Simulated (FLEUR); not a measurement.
# CoAl: energy against volume and a worked fit

```
Co Al
1.0
     2.81940    0.00000    0.00000
     0.00000    2.81940    0.00000
     0.00000    0.00000    2.81940
Co Al
1 1
Direct
  0.50000 0.50000 0.50000
  0.00000 0.00000 0.00000
```

The cell is a database's computed one, not the measured one.

The cell was scaled at fixed shape and fractions and run with FLEUR, all-electron, FLAPW; PBEsol, k mesh 9 × 9 × 9 on the cell of 2 atoms, fermi-dirac occupations of 0.05 eV, collinear spin, program default start, no spin-orbit coupling. Energies are those that the program minimises, any entropy of the smearing included. For a metal such a mesh isn't converged to the digits shown. The magnetic state is the one that the start led to, which needn't be the lowest.

```csv
V (Å³/atom),energy over the lowest row (meV/atom)
10.5334,29.95
10.7575,13.43
10.9817,?
11.2058,0.00
11.4299,1.82
11.6540,8.58
11.8781,19.78
```

**Question.** Fit the third-order Birch-Murnaghan form, give V0, B0 and B′, and predict the energy left open.

**Answer.** With y = (V0/V)^(2/3), E = E0 + (9 V0 B0/16) [(y - 1)³ B′ + (y - 1)² (6 - 4y)]. Least squares through the rows shown give V0 = 11.2399 Å³/atom, E0 = -0.06 meV, B0 = 193.3 GPa (1 eV/Å³ = 160.218 GPa) and B′ = 4.25, with a largest miss of 0.00 meV. At V = 10.9817 the form with these constants gives 3.67 meV; the run gave 3.68 meV an atom.

The fitted minimum lies slightly above the lowest computed row, so the steeper rise on the compressed side of that row is only partly true anharmonicity; the rest comes from the offset. What remains is the usual stiffening under pressure, as overlap repulsion and the kinetic energy of the squeezed electrons grow faster than the bonding, and B′ = 4.25 is ordinary for a metal. The bulk modulus of 193.3 GPa is far above that of elemental aluminium, which fits the accepted picture of CoAl: Co 3d states hybridise with Al s and p states, and the electron count largely fills the bonding side of a pseudogap.

The equilibrium volume is smaller than the measured one, probably because PBEsol tends to overbind 3d metals and their compounds; the stiffness is then likely to be somewhat too high as well. The close prediction of the omitted energy suggests that one electronic state persists across the range, but as an interpolation it doesn't test the equation of state under stronger compression.
